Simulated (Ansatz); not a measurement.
# Electron scattering at the twin(10-12) boundary in hcp Ru with C (interstitial)

Wanted: what the twin(10-12) boundary in hcp Ru with C (interstitial) costs an interconnect.

Main program and level: Ansatz 0.2.0; Ansatz plane-wave DFT, PBE, PAW files; relaxation of a bicrystal slab with its lowest layers held; PAW set soft_1, in the first sound run; inputs show where later runs differ.

## Step 1: Starting point

The cell holds 26 atoms: 25 Ru and 1 C. Cell: a = 6.348 Å, b = 2.706 Å, c = 30.744 Å, α = 90.0°, β = 90.0°, γ = 90.0°. It derives from Ru. built on the (1 0 2) plane; 1 overlapping atoms removed and the grains opened by 0.25 Å. Vacuum lies along c.

## Step 2: Relaxing the bicrystal

The boundary is built by mirroring the lower grain in the boundary plane and removing any atoms that overlap; then the C is put in at the boundary. A thin bicrystal slab is relaxed first, with the lowest layers held and the upper grain free to shift and open.

File input.yaml:

```yaml
crystal:
  lattice:
    - [6.3481279548, 0.0, 0.0]
    - [0.0, 2.7058, 0.0]
    - [0.0, 0.0, 30.7438509922]
  atoms:
    - { symbol: Ru, position: [0.112577786, 0.4166666667, 0.1626341476] }
    - { symbol: Ru, position: [0.4309007479, 0.9166666666, 0.1969083729] }
    - { symbol: Ru, position: [0.8400622288, 0.9166666667, 0.2140454855] }
    - { symbol: Ru, position: [0.1583851907, 0.4166666666, 0.2483197108] }
    - { symbol: Ru, position: [0.5675466716, 0.4166666667, 0.2654568235] }
    - { symbol: Ru, position: [0.8858696335, 0.9166666666, 0.2997310488] }
    - { symbol: Ru, position: [0.2950311144, 0.9166666667, 0.3168681614] }
    - { symbol: Ru, position: [0.6133540763, 0.4166666666, 0.3511423867] }
    - { symbol: Ru, position: [0.0225155572, 0.4166666667, 0.3682794994] }
    - { symbol: Ru, position: [0.3408385191, 0.9166666666, 0.4025537246] }
    - { symbol: Ru, position: [0.75, 0.9166666667, 0.4196908373] }
    - { symbol: Ru, position: [0.0683229619, 0.4166666666, 0.4539650626] }
    - { symbol: C, position: [0.5, 0.4166666667, 0.4539650626] }
    - { symbol: Ru, position: [0.75, 0.9166666667, 0.4963709952] }
    - { symbol: Ru, position: [0.3408385191, 0.9166666666, 0.5135081079] }
    - { symbol: Ru, position: [0.0225155572, 0.4166666667, 0.5477823332] }
    - { symbol: Ru, position: [0.6133540763, 0.4166666666, 0.5649194458] }
    - { symbol: Ru, position: [0.2950311144, 0.9166666667, 0.5991936711] }
    - { symbol: Ru, position: [0.8858696335, 0.9166666666, 0.6163307838] }
    - { symbol: Ru, position: [0.5675466716, 0.4166666667, 0.6506050091] }
    - { symbol: Ru, position: [0.1583851907, 0.4166666666, 0.6677421217] }
    - { symbol: Ru, position: [0.8400622288, 0.9166666667, 0.702016347] }
    - { symbol: Ru, position: [0.4309007479, 0.9166666666, 0.7191534597] }
    - { symbol: Ru, position: [0.112577786, 0.4166666667, 0.7534276849] }
    - { symbol: Ru, position: [0.7034163051, 0.4166666666, 0.7705647976] }
    - { symbol: Ru, position: [0.3850933432, 0.9166666667, 0.8048390229] }
kpoints:
  mp_grid: { grid: [4, 9, 1] }
hamiltonian:
  xc: pbe
  pseudopotentials: { kind: paw, azcp: { folder: soft_1 } }
scf:
  occupations: { method: fermi_dirac, width: 0.1 }
relax:
  f_tol: 0.03
  max_steps: 80
  constraints: [{ sites: [0, 1, 2, 3] }]
```

The run is started by

```
> ansatz run input.yaml --threads 4 --pin off --max-ram 15360MiB --backend cpu --events-out ev --progress --plain --runs-dir out
```

Numbers of over 12 decimals in the logs are rounded to 6 here.

What it wrote:

```text
Engine: ansatz 0.2.0, aarch64-unknown-linux-gnu
Pseudopotentials: kind: paw
Pseudopotential: Ru, paw, valence charge 16, recommended cutoff 420 eV (normal), soft_1/Ru.paw.azcp
Pseudopotential: C, paw, valence charge 4, recommended cutoff 420 eV (normal), soft_1/C.paw.azcp
Functional definition: PBE
  parameter kappa = 0.804
  parameter beta = 0.066725
  exchange = pbe_x(kappa = kappa, mu = beta*pi^2/3)
  correlation = pbe_c(beta = beta)
Crystal: 26 atoms, lattice volume = 528.080 Å³
Basis set: ecut = 420 eV, 10363 PW (Γ), exchange–correlation on 90×40×432 points (8 copies of the dense FFT grid, shifted against one another)
Bands: 243, of which v1, the nominal top of the filled ones, is band 202 counted from 1 (201 counted from 0)
Symmetry: 2 space group operations
Space group: Pm (ITA 6), of the structure as read, at distance tolerance 8.1e-5 Å
k-points: 15 of 36 (time reversal used)
Non-local potential: Ru, projectors of the file, l = 0: 3, l = 1: 2, l = 2: 2, l = 3: 1
Non-local potential: C, projectors of the file, l = 0: 2, l = 1: 2, l = 2: 1
PAW form: soft (Blöchl's): semilocal exchange-correlation on the pseudo side does not see the compensation charge
PAW one-centre angular grid: Ru, 590 points (default); XC on 64 Gauss nodes
PAW one-centre angular grid: C, 110 points (default); XC on 64 Gauss nodes
Initial density: superposition of atomic densities (neutral atoms: chi_scale 0, normalization atom)
Initial wavefunctions: pseudopotential atomic-orbital guess
Functional: x = pbe(κ = 0.804, μ = 0.219515), c = pbe(β = 0.066725)
SCF iter   1: F=—  HF=-147226.273156 eV  |F-HF|=—  |Δ(HF+E_count)|=         —  Δρ=9.91e-2  dr2=1.16e2  ethr=3.10e-3  ⟨swp⟩=7.3  Hψ=14170  notcnv=0  defer=3
preconditioner: auto → LDOS  [metal: Δε(μ)=0.001 eV  Ē_g=5.101 eV  σ=0.100 eV  W_gap=0.00  n_scr=154 (ndim 8)  ℏωp=23.1 eV  f_vac=0.298  D(μ)=23.58/eV (n_scr^D=204)  β→1.0]
SCF iter   2: F=—  HF=-147228.310584 eV  |F-HF|=—  |Δ(HF+E_count)|=    2.04e0  Δρ=1.03e-1  dr2=8.84e1  ethr=3.10e-3  ⟨swp⟩=4.0  Hψ=10160  notcnv=0  defer=13
SCF iter   3: F=—  HF=-147209.383124 eV  |F-HF|=—  |Δ(HF+E_count)|=    1.89e1  Δρ=7.28e-3  dr2=3.45e-1  ethr=3.10e-3  ⟨swp⟩=3.0  Hψ=9097  notcnv=0  defer=35
SCF iter   4: F=—  HF=-147209.297257 eV  |F-HF|=—  |Δ(HF+E_count)|=   8.59e-2  Δρ=3.31e-3  dr2=1.21e-1  ethr=8.54e-5  ⟨swp⟩=3.5  Hψ=8892  notcnv=0  defer=34
SCF iter   5: F=—  HF=-147209.275277 eV  |F-HF|=—  |Δ(HF+E_count)|=   2.20e-2  Δρ=1.10e-3  dr2=1.75e-2  ethr=3.00e-5  ⟨swp⟩=2.0  Hψ=5224  notcnv=0  defer=34
SCF iter   6: F=—  HF=-147209.276583 eV  |F-HF|=—  |Δ(HF+E_count)|=   1.31e-3  Δρ=4.25e-4  dr2=1.87e-3  ethr=4.33e-6  ⟨swp⟩=2.1  Hψ=5349  notcnv=0  defer=34
SCF iter   7: F=—  HF=-147209.276852 eV  |F-HF|=—  |Δ(HF+E_count)|=   2.69e-4  Δρ=1.35e-4  dr2=3.57e-4  ethr=4.64e-7  ⟨swp⟩=3.1  Hψ=6532  notcnv=0  defer=34
SCF iter   8: F=—  HF=-147209.276862 eV  |F-HF|=—  |Δ(HF+E_count)|=   9.42e-6  Δρ=6.07e-5  dr2=6.83e-5  ethr=8.85e-8  ⟨swp⟩=2.3  Hψ=5454  notcnv=0  defer=34
SCF iter   9: F=-147209.276871 eV  HF=-147209.276876 eV  |F-HF|=4.92e-6  |Δ(HF+E_count)|=   1.38e-5  Δρ=2.74e-5  dr2=8.10e-6  ethr=5.57e-9  ⟨swp⟩=5.0  Hψ=12570  notcnv=0
SCF 1 converged in 9 iterations: F = -147209.276871 eV  dr2 = 8.10e-6
  greatest PAW one-centre occupation: 1.000 electrons in one spin orbital (limit 2), on the Ru atom at site 10 (counted from 0), in its partial waves of l = 0
relax step   1: F+E_penalty+E_count = -147209.27687062 eV  Δ(F+E_penalty+E_count) = +0.000e0 eV  max|allowed force component| = 2.087e0 eV/Å  Δτ_max = 0.0000 Å  (9 SCF iters, dr2 threshold 2.25e-5 eV, accepted)
Initial density: handed on by an earlier stage of this run
Initial wavefunctions: those handed on with the density
iter 1 solved again at ethr=6.82e-4 eV; its pass at ethr=3.10e-3 eV (dr2=2.76e0 eV) is discarded
SCF iter   1: F=—  HF=-147210.203850 eV  |F-HF|=—  |Δ(HF+E_count)|=         —  Δρ=1.38e-2  dr2=2.78e0  ethr=6.82e-4  ⟨swp⟩=1.7  Hψ=12499  notcnv=0  defer=15
preconditioner: auto → LDOS  [metal: Δε(μ)=0.002 eV  Ē_g=4.715 eV  σ=0.100 eV  W_gap=0.00  n_scr=154 (ndim 8)  ℏωp=23.1 eV  f_vac=0.303  D(μ)=25.35/eV (n_scr^D=218)  β→1.0]
SCF iter   2: F=—  HF=-147210.115827 eV  |F-HF|=—  |Δ(HF+E_count)|=   8.80e-2  Δρ=6.45e-3  dr2=3.16e-1  ethr=6.82e-4  ⟨swp⟩=2.6  Hψ=6034  notcnv=0  defer=15
SCF iter   3: F=—  HF=-147210.066029 eV  |F-HF|=—  |Δ(HF+E_count)|=   4.98e-2  Δρ=2.70e-3  dr2=8.25e-2  ethr=7.83e-5  ⟨swp⟩=3.1  Hψ=8247  notcnv=0  defer=20
SCF iter   4: F=—  HF=-147210.045910 eV  |F-HF|=—  |Δ(HF+E_count)|=   2.01e-2  Δρ=5.76e-4  dr2=1.80e-3  ethr=2.04e-5  ⟨swp⟩=2.0  Hψ=5361  notcnv=0  defer=22
SCF iter   5: F=—  HF=-147210.045460 eV  |F-HF|=—  |Δ(HF+E_count)|=   4.49e-4  Δρ=1.51e-4  dr2=1.25e-4  ethr=4.46e-7  ⟨swp⟩=3.0  Hψ=7780  notcnv=0  defer=22
SCF iter   6: F=-147210.045513 eV  HF=-147210.045518 eV  |F-HF|=5.15e-6  |Δ(HF+E_count)|=   5.78e-5  Δρ=5.89e-5  dr2=3.16e-5  ethr=2.48e-8  ⟨swp⟩=2.9  Hψ=14389  notcnv=0
SCF 2 converged in 6 iterations: F = -147210.045513 eV  dr2 = 3.16e-5
relax step   2: F+E_penalty+E_count = -147210.04551301 eV  Δ(F+E_penalty+E_count) = -7.686e-1 eV  max|allowed force component| = 1.441e0 eV/Å  Δτ_max = 0.1946 Å  (6 SCF iters, dr2 threshold 1.00e-4 eV, accepted)
iter 1 solved again at ethr=1.49e-4 eV; its pass at ethr=3.10e-3 eV (dr2=6.02e-1 eV) is discarded
SCF iter   1: F=—  HF=-147210.390441 eV  |F-HF|=—  |Δ(HF+E_count)|=         —  Δρ=8.74e-3  dr2=6.10e-1  ethr=1.49e-4  ⟨swp⟩=2.0  Hψ=12600  notcnv=0  defer=23
preconditioner: auto → LDOS  [metal: Δε(μ)=0.010 eV  Ē_g=4.726 eV  σ=0.100 eV  W_gap=0.03  n_scr=154 (ndim 8)  ℏωp=23.1 eV  f_vac=0.303  D(μ)=25.41/eV (n_scr^D=218)  β→1.0]
SCF iter   2: F=—  HF=-147210.363696 eV  |F-HF|=—  |Δ(HF+E_count)|=   2.67e-2  Δρ=5.17e-3  dr2=2.32e-1  ethr=1.49e-4  ⟨swp⟩=3.1  Hψ=7594  notcnv=0  defer=23
SCF iter   3: F=—  HF=-147210.315343 eV  |F-HF|=—  |Δ(HF+E_count)|=   4.84e-2  Δρ=1.54e-3  dr2=3.02e-2  ethr=5.73e-5  ⟨swp⟩=2.3  Hψ=6473  notcnv=0  defer=24
SCF iter   4: F=—  HF=-147210.309144 eV  |F-HF|=—  |Δ(HF+E_count)|=   6.20e-3  Δρ=3.46e-4  dr2=1.19e-3  ethr=7.47e-6  ⟨swp⟩=2.9  Hψ=6456  notcnv=0  defer=24
SCF iter   5: F=—  HF=-147210.308905 eV  |F-HF|=—  |Δ(HF+E_count)|=   2.39e-4  Δρ=8.04e-5  dr2=8.51e-5  ethr=2.94e-7  ⟨swp⟩=2.7  Hψ=6474  notcnv=0  defer=24
SCF iter   6: F=-147210.308896 eV  HF=-147210.308905 eV  |F-HF|=9.75e-6  |Δ(HF+E_count)|=   4.21e-7  Δρ=2.75e-5  dr2=1.30e-5  ethr=2.11e-8  ⟨swp⟩=5.0  Hψ=12071  notcnv=0
SCF 3 converged in 6 iterations: F = -147210.308896 eV  dr2 = 1.30e-5
  greatest PAW one-centre occupation: 1.000 electrons in one spin orbital (limit 2), on the Ru atom at site 13 (counted from 0), in its partial waves of l = 0
relax step   3: F+E_penalty+E_count = -147210.30889571 eV  Δ(F+E_penalty+E_count) = -2.634e-1 eV  max|allowed force component| = 3.256e-1 eV/Å  Δτ_max = 0.1937 Å  (6 SCF iters, dr2 threshold 1.00e-4 eV, accepted)
[...]
relax step   4: F+E_penalty+E_count = -147210.34247198 eV  Δ(F+E_penalty+E_count) = -3.358e-2 eV  max|allowed force component| = 1.800e-1 eV/Å  Δτ_max = 0.1135 Å  (6 SCF iters, dr2 threshold 6.63e-6 eV, accepted)
[...]
relax step   5: F+E_penalty+E_count = -147210.34673280 eV  Δ(F+E_penalty+E_count) = -4.261e-3 eV  max|allowed force component| = 5.089e-2 eV/Å  Δτ_max = 0.0118 Å  (5 SCF iters, dr2 threshold 2.02e-6 eV, accepted)
SCF iter   1: F=—  HF=-147210.347051 eV  |F-HF|=—  |Δ(HF+E_count)|=         —  Δρ=6.64e-4  dr2=2.87e-3  ethr=1.35e-5  ⟨swp⟩=2.1  Hψ=6444  notcnv=0  defer=23
preconditioner: auto → LDOS  [metal: Δε(μ)=0.002 eV  Ē_g=4.736 eV  σ=0.100 eV  W_gap=0.01  n_scr=154 (ndim 8)  ℏωp=23.1 eV  f_vac=0.304  D(μ)=25.34/eV (n_scr^D=218)  β→1.0]
SCF iter   2: F=—  HF=-147210.346773 eV  |F-HF|=—  |Δ(HF+E_count)|=   2.77e-4  Δρ=3.41e-4  dr2=5.93e-4  ethr=7.09e-7  ⟨swp⟩=3.3  Hψ=8203  notcnv=0  defer=23
SCF iter   3: F=—  HF=-147210.346578 eV  |F-HF|=—  |Δ(HF+E_count)|=   1.95e-4  Δρ=7.98e-5  dr2=5.12e-5  ethr=1.47e-7  ⟨swp⟩=2.3  Hψ=6672  notcnv=0  defer=23
SCF iter   4: F=—  HF=-147210.347426 eV  |F-HF|=—  |Δ(HF+E_count)|=   8.48e-4  Δρ=2.68e-5  dr2=7.77e-6  ethr=1.27e-8  ⟨swp⟩=2.8  Hψ=7400  notcnv=0  defer=23
SCF iter   5: F=—  HF=-147210.347424 eV  |F-HF|=—  |Δ(HF+E_count)|=   2.03e-6  Δρ=5.79e-6  dr2=1.37e-7  ethr=1.92e-9  ⟨swp⟩=2.5  Hψ=5541  notcnv=0  defer=23
SCF iter   6: F=-147210.347424 eV  HF=-147210.347424 eV  |F-HF|=5.88e-9  |Δ(HF+E_count)|=   1.27e-8  Δρ=2.31e-6  dr2=4.23e-8  ethr=2.48e-11  ⟨swp⟩=5.0  Hψ=13650  notcnv=0
SCF 6 converged in 6 iterations: F = -147210.347424 eV  dr2 = 4.23e-8
relax step   6: F+E_penalty+E_count = -147210.34742435 eV  Δ(F+E_penalty+E_count) = -6.915e-4 eV  max|allowed force component| = 2.576e-2 eV/Å  Δτ_max = 0.0087 Å  (6 SCF iters, accepted)
SCF converged after 6 iterations
Free energy (F): -147210.347424 eV
Harris-Foulkes:  -147210.347424 eV  (|F-HF|=5.88e-9)
Internal energy: -147209.502926 eV  (E = F + TS)
E sigma→0 (E₀):  -147209.925175 eV
Entropy (-TS):   -0.844498 eV (-32.481 meV/atom)
Fermi energy:    13.613974 eV
--- Per-component energies (eV) ---
  E_band       = -5248.368484
  E_kinetic    = 11571.943716
  E_local      = -539344.325998  (includes V_loc(G=0)·N_el)
  E_nonlocal   = 10351.829048
  E_hartree    = 262376.657916
  E_xc         = -4285.582992
  E_vxc        = -5416.888640  (∫ρ·V_xc dr)
  E_paw        = -87641.162380  (= ΣΔE_a)
  E_vpaw       = -7164.225749  (= ΣTr[D̂ρ^β])
  E_aug_tail   = 0.015947  (compensation charges beyond the density's cutoff)
  E_ewald      = 199761.121818
  E_smearing   = -0.844498  (= −TS)
  E_closure    = -0.000000  (closes the sum)
  Σ components = -147210.347424   (vs F -147210.347424, Δ=0.00e0)
--- Forces (eV/Å), atoms counted from 1 ---
  atom   1  Ru     0.07872165     0.00000000     1.44828615
  atom   2  Ru    -0.53413911     0.00000000    -0.01976071
  atom   3  Ru     0.44107296     0.00000000    -0.36922104
  atom   4  Ru     0.01122516     0.00000000    -1.06904275
  atom   5  Ru    -0.00167196     0.00000000     0.00267152
  atom   6  Ru    -0.00624135     0.00000000     0.00917437
  atom   7  Ru    -0.00333233     0.00000000     0.00014830
  atom   8  Ru     0.00816894     0.00000000    -0.00009187
  atom   9  Ru     0.01794915     0.00000000     0.00271346
  atom  10  Ru    -0.02576260     0.00000000    -0.00365199
  atom  11  Ru    -0.01914106     0.00000000    -0.00070519
  atom  12  Ru     0.01806783     0.00000000    -0.00162050
  atom  13  C      0.01786295     0.00000000    -0.01236979
  atom  14  Ru     0.00619763     0.00000000     0.02115102
  atom  15  Ru    -0.00936471     0.00000000    -0.00759321
  atom  16  Ru    -0.00273523     0.00000000    -0.00438750
  atom  17  Ru     0.00516256     0.00000000     0.00579594
  atom  18  Ru     0.00175547     0.00000000     0.00740057
  atom  19  Ru    -0.00755633     0.00000000    -0.00455538
  atom  20  Ru    -0.00228147     0.00000000    -0.00349323
  atom  21  Ru     0.00543282     0.00000000    -0.00417613
  atom  22  Ru    -0.00029107     0.00000000     0.00392714
  atom  23  Ru     0.00017272     0.00000000     0.00019059
  atom  24  Ru    -0.00030862     0.00000000    -0.00077312
  atom  25  Ru    -0.00164230     0.00000000    -0.00268947
  atom  26  Ru     0.00253343     0.00000000     0.00264121
  max |Σ_I F_I| component: 1.45e-4 eV/Å
--- Relaxed structure (6 steps of the walk, 6 accepted, 0 SCFs on fresh bases) ---
  F+E_penalty+E_count = -147210.34742435 eV   max|allowed force component| = 2.576e-2 eV/Å
  atoms:
    - { symbol: Ru, position: [0.112577786, 0.416667, 0.162634] }
    - { symbol: Ru, position: [0.4309007479, 0.916667, 0.196908] }
    - { symbol: Ru, position: [0.840062, 0.916667, 0.214045] }
    - { symbol: Ru, position: [0.158385, 0.416667, 0.248320] }
    - { symbol: Ru, position: [0.566941, 0.416667, 0.264723] }
    - { symbol: Ru, position: [0.880846, 0.916667, 0.299634] }
    - { symbol: Ru, position: [0.290307, 0.916667, 0.317752] }
    - { symbol: Ru, position: [0.606900, 0.416667, 0.350413] }
    - { symbol: Ru, position: [0.021960, 0.416667, 0.368437] }
    - { symbol: Ru, position: [0.343786, 0.916667, 0.410301] }
    - { symbol: Ru, position: [0.746670, 0.916667, 0.416679] }
    - { symbol: Ru, position: [0.053375, 0.416667, 0.456192] }
    - { symbol: C, position: [0.509775, 0.416667, 0.454275] }
    - { symbol: Ru, position: [0.758061, 0.916667, 0.498107] }
    - { symbol: Ru, position: [0.352762, 0.916667, 0.500799] }
    - { symbol: Ru, position: [0.032328, 0.416667, 0.543850] }
    - { symbol: Ru, position: [0.612691, 0.416667, 0.563060] }
    - { symbol: Ru, position: [0.297397, 0.916667, 0.596164] }
    - { symbol: Ru, position: [0.889642, 0.916667, 0.612791] }
    - { symbol: Ru, position: [0.572705, 0.416667, 0.648062] }
    - { symbol: Ru, position: [0.162187, 0.416667, 0.665168] }
    - { symbol: Ru, position: [0.847173, 0.916667, 0.699021] }
    - { symbol: Ru, position: [0.435998, 0.916667, 0.717770] }
    - { symbol: Ru, position: [0.121428, 0.416667, 0.752013] }
    - { symbol: Ru, position: [0.705567, 0.416667, 0.767020] }
    - { symbol: Ru, position: [0.390114, 0.916667, 0.798649] }
```

Wall time 7.1 min (4 threads of Arm Neoverse V1, shared host); peak memory 3.1 GiB; 28 min of CPU time.

The steps of the relaxation:

```
step  energy less that of the first step (eV)  largest force component (eV/Å)
   1                                   0.0000                          2.0867
   2                                  -0.7686                          1.4414
   3                                  -1.0320                          0.3256
   4                                  -1.0656                          0.1800
   5                                  -1.0699                          0.0509
   6                                  -1.0706                          0.0258
```

Forces are held to the 2 operations that the run works with; a distortion that breaks them can't arise in this run.

The atoms that moved most (Å):

```
atom      dx     dy      dz  length
Ru15   0.076  0.000  -0.391   0.398
Ru10   0.019  0.000   0.238   0.239
Ru26   0.032  0.000  -0.190   0.193
Ru16   0.062  0.000  -0.121   0.136
Ru12  -0.095  0.000   0.068   0.117
Ru19   0.024  0.000  -0.109   0.111
Ru25   0.014  0.000  -0.109   0.110
Ru22   0.045  0.000  -0.092   0.103
```

The relaxed structure:

```cif
data_structure
_symmetry_space_group_name_H-M 'P 1'
_symmetry_Int_Tables_number 1
_cell_length_a 6.3481
_cell_length_b 2.7058
_cell_length_c 30.7439
_cell_angle_alpha 90.000
_cell_angle_beta 90.000
_cell_angle_gamma 90.000
_cell_volume 528.08
loop_
_atom_site_label
_atom_site_type_symbol
_atom_site_fract_x
_atom_site_fract_y
_atom_site_fract_z
_atom_site_occupancy
Ru1 Ru 0.11258 0.41667 0.16263 1
Ru2 Ru 0.43090 0.91667 0.19691 1
Ru3 Ru 0.84006 0.91667 0.21405 1
Ru4 Ru 0.15839 0.41667 0.24832 1
Ru5 Ru 0.56694 0.41667 0.26472 1
Ru6 Ru 0.88085 0.91667 0.29963 1
Ru7 Ru 0.29031 0.91667 0.31775 1
Ru8 Ru 0.60690 0.41667 0.35041 1
Ru9 Ru 0.02196 0.41667 0.36844 1
Ru10 Ru 0.34379 0.91667 0.41030 1
Ru11 Ru 0.74667 0.91667 0.41668 1
Ru12 Ru 0.05338 0.41667 0.45619 1
C13 C 0.50977 0.41667 0.45427 1
Ru14 Ru 0.75806 0.91667 0.49811 1
Ru15 Ru 0.35276 0.91667 0.50080 1
Ru16 Ru 0.03233 0.41667 0.54385 1
Ru17 Ru 0.61269 0.41667 0.56306 1
Ru18 Ru 0.29740 0.91667 0.59616 1
Ru19 Ru 0.88964 0.91667 0.61279 1
Ru20 Ru 0.57271 0.41667 0.64806 1
Ru21 Ru 0.16219 0.41667 0.66517 1
Ru22 Ru 0.84717 0.91667 0.69902 1
Ru23 Ru 0.43600 0.91667 0.71777 1
Ru24 Ru 0.12143 0.41667 0.75201 1
Ru25 Ru 0.70557 0.41667 0.76702 1
Ru26 Ru 0.39011 0.91667 0.79865 1
```

Numbers from this step:

| Item | Value |
| --- | --- |
| free energy | -147210.3474 eV |
| energy at zero smearing | -147209.9252 eV |
| Fermi energy | 13.61 eV |

The largest force component on a free atom ends at 0.026 eV/Å, under the tolerance of 0.03, after 6 steps.

[end of part 1 of 2]

[Logs are printed without paths, hosts, clocks, repeated set-up lines and the standing remarks that a program may print on its own settings, such as how far it seeks lower states.]

[Hosts, paths, dates, database ids (printed as entryN), source tags and the programs' standing remarks are cut or masked in the printed files.]
